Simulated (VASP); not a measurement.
# GaSb (F-43m) in VASP: settings compared, part 2 of 2

VASP 6.6.1. The steps go on from the part before.

## (3) Relaxation of cell and atoms, PBE

This run uses another cell than the first one, of 28.62 Å³/atom, 1.007 times its volume.

The input, INCAR:

```
PREC = Accurate ; ENCUT = 600
EDIFF = 1E-6 ; ISMEAR = -1
SIGMA = 0.01 ; LREAL = False
LASPH = True ; NELM = 60
ALGO = Normal ; ISIF = 3
LWAVE = False ; LCHARG = False
GGA = PE ; IBRION = 2
NSW = 100 ; EDIFFG = -0.01
```

The input, KPOINTS:

```
Automatic mesh
0
Gamma
  6 6 6
```

The input, POSCAR:

```
GaSb
1.0
    0.0000000000      3.0590000000      3.0590000000
    3.0590000000      0.0000000000      3.0590000000
    3.0590000000      3.0590000000      0.0000000000
Ga Sb
1 1
Direct
    0.0000000000      0.0000000000      0.0000000000
    0.2500000000      0.2500000000      0.2500000000
```

Potentials or basis: VASP PAW PBE potentials, release 64 (Ga_d, Sb).

Started as:

```bash
> cat potpaw_PBE.64/Ga_d/POTCAR potpaw_PBE.64/Sb/POTCAR > POTCAR
> mpirun -np 1 vasp_std > vasp.out
```

OUTCAR:

```text
PREC = Accurate
   ENCUT = 600
   EDIFF = 1E-6
   ISMEAR = -1
   LREAL = False
   LASPH = True
   NELM = 60
   ISIF = 3
   GGA = PE
   IBRION = 2
   NSW = 100
   EDIFFG = -0.01

 ion  position               nearest neighbor table
   1  0.000  0.000  0.000-   2 2.65   2 2.65   2 2.65   2 2.65
   2  0.250  0.250  0.250-   1 2.65   1 2.65   1 2.65   1 2.65

  LATTYP: Found a face centered cubic cell.
 ALAT       =     6.1180000000

  Lattice vectors:

 A1 = (   0.0000000000,   3.0590000000,   3.0590000000)
 A2 = (   3.0590000000,   0.0000000000,   3.0590000000)
 A3 = (   3.0590000000,   3.0590000000,   0.0000000000)

Analysis of symmetry for initial positions (statically):
=====================================================================
 Subroutine PRICEL returns:
 Original cell was already a primitive cell.

 Routine SETGRP: Setting up the symmetry group for a
 face centered cubic supercell.
[... 177 lines left out ...]
      8       4.8779      1.82913
      9       4.8779      1.82913
     10       4.9122      0.51259
     11       7.6489      0.00000
     12       7.6489      0.00000
     13       7.6489      0.00000
[... 309 lines left out ...]
--------------------------------------- Ionic step        3  -------------------------------------------

 number of electron      17.9999991 magnetization

 Free energy of the ion-electron system (eV)
  ---------------------------------------------------
  ext. energy  EPLUGINS =         0.00000000
  ---------------------------------------------------
  free energy    TOTEN  =        -7.34269116 eV

  energy without entropy =       -7.34251436  energy(sigma->0) =       -7.34260276

 E-fermi :   4.3814     XC(G=0):  -8.8635

 val. band max:        4.3744510387   @ k =   0.0000   0.0000   0.0000
 cond. band min:       4.6749702656   @ k =   0.5000   0.0000   0.0000
 fundamental gap:      0.3005192269
 Fermi energy:         4.3813821272

 k-point     1 :       0.0000    0.0000    0.0000
  band No.  band energies     occupation
      1     -10.5742      2.00000
      2     -10.5742      2.00000
      3     -10.5742      2.00000
      4     -10.5321      2.00000
      5     -10.5321      2.00000
      6      -6.7612      2.00000
      7       4.0566      2.00000
      8       4.3744      1.33337
      9       4.3745      1.33332
     10       4.3745      1.33332
     11       7.1581      0.00000
     12       7.1581      0.00000
     13       7.1581      0.00000
[... 267 lines left out ...]
  FREE ENERGIE OF THE ION-ELECTRON SYSTEM (eV)
  ---------------------------------------------------
  free  energy   TOTEN  =        -7.3426911647 eV

  energy  without entropy=       -7.3425143552  energy(sigma->0) =       -7.34260276

 reached required accuracy - stopping structural energy minimisation
```

CONTCAR:

```text
GaSb
   1.00000000000000
     0.0000000000000000    3.1110874308170735    3.1110874308170735
     3.1110874308170735    0.0000000000000000    3.1110874308170735
     3.1110874308170735    3.1110874308170735   -0.0000000000000000
  Ga              Sb
     1     1
Direct
     0.0000000000000000    0.0000000000000000    0.0000000000000000
     0.2500000000000000    0.2500000000000000    0.2500000000000000

  0.00000000E+00  0.00000000E+00  0.00000000E+00
  0.00000000E+00  0.00000000E+00  0.00000000E+00
```

Run time: 16 s. Hardware: 1 thread of Intel Xeon 6975P-C (Granite Rapids), shared host; peak memory 0.21 GiB.

What came out:

| Item | Value |
| --- | --- |
| Free energy | -7.3427 eV |
| Relaxed volume | 30.11 Å³/atom |
| Relaxed cell | a = 4.400 Å, b = 4.400 Å, c = 4.400 Å, α = 60.00°, β = 60.00°, γ = 60.00° |
| Space group after relaxing (to 0.05 Å) | F-43m (No. 216) |
| Energy gained by relaxing | 10.9 meV/atom |
| Ionic steps | 3 |
| Pressure after relaxing | 0.0 GPa |
| Band gap on the k mesh | zero (filled and empty bands touch) |

Step by step:
| step | energy change (eV) | largest force (eV/Å) | pressure (GPa) | volume (Å³) |
| --- | --- | --- | --- | --- |
| 1 | 0.0000 | 0.0000 | 2.39 | 57.25 |
| 2 | -0.0207 | 0.0000 | -0.46 | 60.86 |
| 3 | -0.0218 | 0.0000 | -0.04 | 60.22 |

Final structure:
```yaml
crystal:
  lattice:
    - [0.00000, 3.11109, 3.11109]
    - [3.11109, 0.00000, 3.11109]
    - [3.11109, 3.11109, 0.00000]
  atoms:
    - { symbol: Ga, position: [0.00000, 0.00000, 0.00000] }
    - { symbol: Sb, position: [0.25000, 0.25000, 0.25000] }
```

Levels at points of the mesh, in eV from the Fermi level:
```
           k point  band 7  band 8  band 9  band 10  band 11  band 12
(0.00, 0.00, 0.00)   -0.32   -0.01   -0.01    -0.01     2.78     2.78
(0.50, 0.00, 0.00)   -6.13   -1.08   -1.08     0.29     3.73     3.73
(0.50, 0.50, 0.00)   -6.60   -2.41   -2.41     0.95     1.34     8.35
```

Caveat: spin-orbit coupling is left out, which moves the levels of the heavy elements.

## (4) Relaxation of cell and atoms, PBE+D3(BJ)

This run uses another cell than the first one, of 28.62 Å³/atom, 1.007 times its volume.

The input, INCAR:

```
SYSTEM = GaSb
  PREC = Accurate
  ENCUT = 600
  EDIFF = 1E-6
  ISMEAR = -1
  SIGMA = 0.01
  LREAL = .FALSE.
  LASPH = .TRUE.
  NELM = 60
  ALGO = Normal
  ISIF = 3
  LWAVE = .FALSE.
  LCHARG = .FALSE.
  GGA = PE
  IVDW = 12
  IBRION = 2
  NSW = 100
  EDIFFG = -0.01
```

The input, KPOINTS:

```
regular mesh
0
G
  6 6 6
  0 0 0
```

POSCAR is that of step 3.

Started as:

```bash
> cat potpaw_PBE.64/Ga_d/POTCAR potpaw_PBE.64/Sb/POTCAR > POTCAR
> mpirun -np 1 vasp_std > vasp.out
```

Wall time 11 s (1 thread of Intel Xeon 6975P-C (Granite Rapids), shared host); peak memory 0.21 GiB.

The run converged. Its results:

| Item | Value |
| --- | --- |
| Free energy | -7.9865 eV |
| Relaxed volume | 28.88 Å³/atom |
| Relaxed cell | a = 4.339 Å, b = 4.339 Å, c = 4.339 Å, α = 60.00°, β = 60.00°, γ = 60.00° |
| Space group after relaxing (to 0.05 Å) | F-43m (No. 216) |
| Energy gained by relaxing | 0.3 meV/atom |
| Ionic steps | 2 |
| Pressure after relaxing | 0.0 GPa |
| Band gap on the k mesh | zero (filled and empty bands touch) |
| Dispersion energy per atom | -0.329 eV |

Step by step:
```csv
step,energy change (eV),largest force (eV/Å),pressure (GPa),volume (Å³)
1,0.0000,0.0000,0.34,57.25
2,-0.0006,0.0000,0.02,57.76
```

Final structure:
```
Ga Sb
1.0
     0.00000    3.06804    3.06804
     3.06804    0.00000    3.06804
     3.06804    3.06804    0.00000
Ga Sb
1 1
Direct
  0.00000 0.00000 0.00000
  0.25000 0.25000 0.25000
```

Levels at points of the mesh, in eV from the Fermi level:
```tsv
k point	band 6	band 7	band 8	band 9	band 10	band 11	band 12	band 13
(0.00, 0.00, 0.00)	-11.42	-0.03	-0.01	-0.01	-0.01	2.77	2.77	2.77
(0.50, 0.00, 0.00)	-9.82	-6.33	-1.15	-1.15	0.38	3.74	3.74	6.46
(0.50, 0.50, 0.00)	-9.00	-6.78	-2.55	-2.55	0.91	1.26	8.62	8.62
```

Caveat: spin-orbit coupling is left out, which moves the levels of the heavy elements; pairwise dispersion overbinds metals, which lowers pressure and volume. Zero-point motion and thermal expansion aren't in these numbers.

## (5) Relaxation of cell and atoms, r2SCAN+D4

This run uses another cell than the first one, of 28.62 Å³/atom, 1.007 times its volume.

POSCAR is that of step 4.

The input, INCAR.step1:

```
  ALGO = Normal
  EDIFF = 1E-4
  ENCUT = 600
  GGA = PE
  ISMEAR = -1
  LASPH = True
  LCHARG = False
  LREAL = False
  LWAVE = True
  NELM = 60
  PREC = Accurate
  SIGMA = 0.01
```

The input, INCAR.step2:

```
  ALGO = Normal
  EDIFF = 1E-7
  EDIFFG = -0.01
  ENCUT = 600
  IBRION = 2
  ISIF = 3
  ISMEAR = -1
  ISTART = 1
  IVDW = 13
  LASPH = True
  LCHARG = False
  LMIXTAU = True
  LREAL = False
  LWAVE = False
  METAGGA = R2SCAN
  NELM = 60
  NSW = 100
  PREC = Accurate
  SIGMA = 0.01
  VDW_A1 = 0.51559235
  VDW_A2 = 5.77342911
  VDW_S6 = 1.0
  VDW_S8 = 0.6018749
```

The input, KPOINTS:

```
k-points
0
Gamma
  6 6 6
```

Potentials or basis: VASP PAW PBE potentials, release 64 (Ga_d, Sb).

Started as:

```bash
> cat potpaw_PBE.64/Ga_d/POTCAR potpaw_PBE.64/Sb/POTCAR > POTCAR
> cp INCAR.step1 INCAR
> mpirun -np 1 vasp_std > vasp.out
> cp INCAR.step2 INCAR
> mpirun -np 1 vasp_std > vasp.out
```

OUTCAR:

```text
EDIFF = 1E-7
   EDIFFG = -0.01
   ENCUT = 600
   IBRION = 2
   ISIF = 3
   ISMEAR = -1
   ISTART = 1
   IVDW = 13
   LASPH = True
   LREAL = False
   METAGGA = R2SCAN
   NELM = 60
   NSW = 100
   PREC = Accurate

 ion  position               nearest neighbor table
   1  0.000  0.000  0.000-   2 2.65   2 2.65   2 2.65   2 2.65
   2  0.250  0.250  0.250-   1 2.65   1 2.65   1 2.65   1 2.65

  LATTYP: Found a face centered cubic cell.
 ALAT       =     6.1180000000

  Lattice vectors:

 A1 = (   0.0000000000,   3.0590000000,   3.0590000000)
 A2 = (   3.0590000000,   0.0000000000,   3.0590000000)
 A3 = (   3.0590000000,   3.0590000000,   0.0000000000)

Analysis of symmetry for initial positions (statically):
=====================================================================
 Subroutine PRICEL returns:
 Original cell was already a primitive cell.

 Routine SETGRP: Setting up the symmetry group for a
 face centered cubic supercell.

 Subroutine GETGRP returns: Found 24 space group operations
 (whereof 24 operations were pure point group operations)
 out of a pool of 48 trial point group operations.

The static configuration has the point symmetry T_d .

Analysis of symmetry for dynamics (positions and initial velocities):
=====================================================================
 Subroutine PRICEL returns:
 Original cell was already a primitive cell.

 Routine SETGRP: Setting up the symmetry group for a
 face centered cubic supercell.

 Subroutine GETGRP returns: Found 24 space group operations
 (whereof 24 operations were pure point group operations)
 out of a pool of 48 trial point group operations.

The dynamic configuration has the point symmetry T_d .

 Subroutine INISYM returns: Found 24 space group operations
 (whereof 24 operations are pure point group operations),
 and found     1 'primitive' translations

----------------------------------------------------------------------------------------

                                     Primitive cell

  volume of cell :      57.2491

  direct lattice vectors                    reciprocal lattice vectors
[... 82 lines left out ...]
   IBRION =      2    ionic relax: 0-MD 1-quasi-New 2-CG
   NFREE  =      1    steps in history (QN), initial steepest desc. (CG)
   ISIF   =      3    stress and relaxation
   ISYM   =      2    0-nonsym 1-usesym 2-fastsym
   POTIM  = 0.5000    time-step for ionic-motion
   TEBEG  =    0.0;   TEEND  =   0.0 temperature during run
   PSTRESS=    0.0 pullay stress
   NELECT =      18.0000    total number of electrons
   NUPDOWN=      -1.0000    fix difference up-down
   EMIN   =  10.00;   EMAX   =-10.00  energy-range for DOS
   EFERMI =   0.00;   METHOD = LEGACY
   ISMEAR =    -1;   SIGMA  =   0.01  broadening in eV -4-tet -1-fermi 0-gaus
   EFERMI_NEDOS =   21; number of points for ismear=-14 and -15
   IALGO  =     38    algorithm
   IMIX   =      4    mixing-type and parameters
     AMIX     =   0.40;   BMIX     =  1.00
     AMIX_MAG =   1.60;   BMIX_MAG =  1.00
  volume/ion in A,a.u.               =      28.62       193.17
  Fermi-wavevector in a.u.,A,eV,Ry     =   1.113208  2.103657 16.860766  1.239231
  Thomas-Fermi vector in A             =   2.249790
   LORBIT       =      0    0 simple, 1 ext, 2 COOP (PROOUT), +10 PAW based schemes
   METAGGA = R2SCAN    functional components
   LHFCALC =     F    Hartree Fock is set to
   AEXX    =    0.0000 exact exchange contribution
   IVDW    =    13    specifies the selected vdW correction
   LEPSILON=     F    determine dielectric tensor
   LRPA    =     F    only Hartree local field effects (RPA)
 conjugate gradient relaxation of ions
 non-spin polarized calculation
  energy-cutoff  :      600.00
  volume of cell :       57.25
 maximum number of plane-waves:      1932
 NGX is ok and might be reduce to    36
   NGX = 17   NGY = 17   NGZ = 17

--------------------------------------- Ionic step        1  -------------------------------------------

 number of electron      18.0000006 magnetization

 Free energy of the ion-electron system (eV)
  ---------------------------------------------------
  ext. energy  EPLUGINS =         0.00000000
  ---------------------------------------------------
  free energy    TOTEN  =       -37.57930121 eV

  energy without entropy =      -37.57930121  energy(sigma->0) =      -37.57930121

------------------------ aborting loop because EDIFF is reached ----------------------------------------

  DFT-D4 for vdW energy calculation

  Edisp (eV):   -0.28393
[... 71 lines left out ...]
--------------------------------------- Ionic step        3  -------------------------------------------

 number of electron      18.0000007 magnetization

 Free energy of the ion-electron system (eV)
  ---------------------------------------------------
  ext. energy  EPLUGINS =         0.00000000
  ---------------------------------------------------
  free energy    TOTEN  =       -37.57814645 eV

  energy without entropy =      -37.57814645  energy(sigma->0) =      -37.57814645

 E-fermi :   4.9964     XC(G=0):  -9.7444

 val. band max:        4.7503772725   @ k =   0.0000   0.0000   0.0000
 cond. band min:       5.2427291555   @ k =   0.0000   0.0000   0.0000
 fundamental gap:      0.4923518830
 Fermi energy:         4.9964477276

 k-point     1 :       0.0000    0.0000    0.0000
  band No.  band energies     occupation
      1     -10.7691      2.00000
      2     -10.7691      2.00000
      3     -10.7691      2.00000
      4     -10.7115      2.00000
      5     -10.7115      2.00000
      6      -7.2224      2.00000
      7       4.7503      2.00000
      8       4.7504      2.00000
      9       4.7504      2.00000
     10       5.2427      0.00000
     11       7.7256      0.00000
     12       7.7257      0.00000
     13       7.7257      0.00000
[... 271 lines left out ...]
  FREE ENERGIE OF THE ION-ELECTRON SYSTEM (eV)
  ---------------------------------------------------
  free  energy   TOTEN  =       -37.8635476649 eV

  energy  without entropy=      -37.8635476649  energy(sigma->0) =      -37.86354766

 reached required accuracy - stopping structural energy minimisation
```

Run time: 70 s. Hardware: 1 thread of Intel Xeon 6975P-C (Granite Rapids), shared host; peak memory 0.23 GiB.

What came out:

| Property | Result |
| --- | --- |
| Free energy | -37.8635 eV |
| Relaxed volume | 28.46 Å³/atom |
| Relaxed cell | a = 4.318 Å, b = 4.318 Å, c = 4.318 Å, α = 60.00°, β = 60.00°, γ = 60.00° |
| Space group after relaxing (to 0.05 Å) | F-43m (No. 216) |
| Energy gained by relaxing | 0.2 meV/atom |
| Ionic steps | 3 |
| Pressure after relaxing | 0.0 GPa |
| Band gap on the k mesh | 0.49 eV, direct |
| Dispersion energy per atom | -0.143 eV |

The path:
```tsv
step	energy change (eV)	largest force (eV/Å)	pressure (GPa)	volume (Å³)
1	0.0000	0.0000	-0.29	57.25
2	-0.0003	0.0000	0.13	56.82
3	-0.0003	0.0000	0.03	56.92
```

Final structure:
```
CELL_PARAMETERS angstrom
0.00000 3.05321 3.05321
3.05321 0.00000 3.05321
3.05321 3.05321 0.00000
ATOMIC_POSITIONS crystal
Ga 0.00000 0.00000 0.00000
Sb 0.25000 0.25000 0.25000
```

Levels at points of the mesh, in eV from the valence-band top:
```
           k point  band 7  band 8  band 9  band 10  band 11  band 12
(0.00, 0.00, 0.00)    0.00    0.00    0.00     0.49     2.98     2.98
(0.50, 0.00, 0.00)   -6.61   -1.22   -1.22     0.70     4.01     4.01
(0.50, 0.50, 0.00)   -7.08   -2.72   -2.72     1.11     1.47     9.30
```

Caveat: the PAW data sets were made with another functional, which shifts forces and pressure a little; spin-orbit coupling is left out, which moves the levels of the heavy elements.

## (6) Summary

| task | level | cell | cutoff (eV) | gap on the mesh (eV) | pressure (GPa) | relaxed volume (Å³/atom) |
| --- | --- | --- | --- | --- | --- | --- |
| single point | r2SCAN+D4 | a = 4.317 Å, angles 60.0°, 2 atoms | 520 | 0.50 | 0.1 | - |
| relaxation of cell and atoms | PBE | relaxed from a = 4.326 Å, angles 60.0°, 2 atoms | 600 | none | 0.0 | 30.11 |
| relaxation of cell and atoms | PBE+D3(BJ) | relaxed from a = 4.326 Å, angles 60.0°, 2 atoms | 600 | none | 0.0 | 28.88 |
| relaxation of cell and atoms | r2SCAN+D4 | relaxed from a = 4.326 Å, angles 60.0°, 2 atoms | 600 | 0.49 | 0.0 | 28.46 |

Alike in all rows: potentials or basis VASP PAW PBE potentials, release 64 (Ga_d, Sb); no spin polarisation; k mesh 6 × 6 × 6; smearing fermi-dirac 0.01 eV.

Caveats: spin-orbit coupling is left out, which moves the levels of the heavy elements; the PAW data sets were made with another functional, which shifts forces and pressure a little (some runs); pairwise dispersion overbinds metals, which lowers pressure and volume (some runs).

Total energies depend on the potentials used, so only differences within one code and one set of settings carry meaning.

## (7) How close it comes

Step 2. Against the measured gap of GaSb, 0.811 eV (direct; 4.2 K; a printed reference work, data compilation), the calculated 0.50 eV is off by -0.31 eV. Spin-orbit coupling on Ga, Sb is left out. The value is that of r2SCAN+D4 on a finite k mesh, which can miss the band edges, without temperature or zero-point motion.
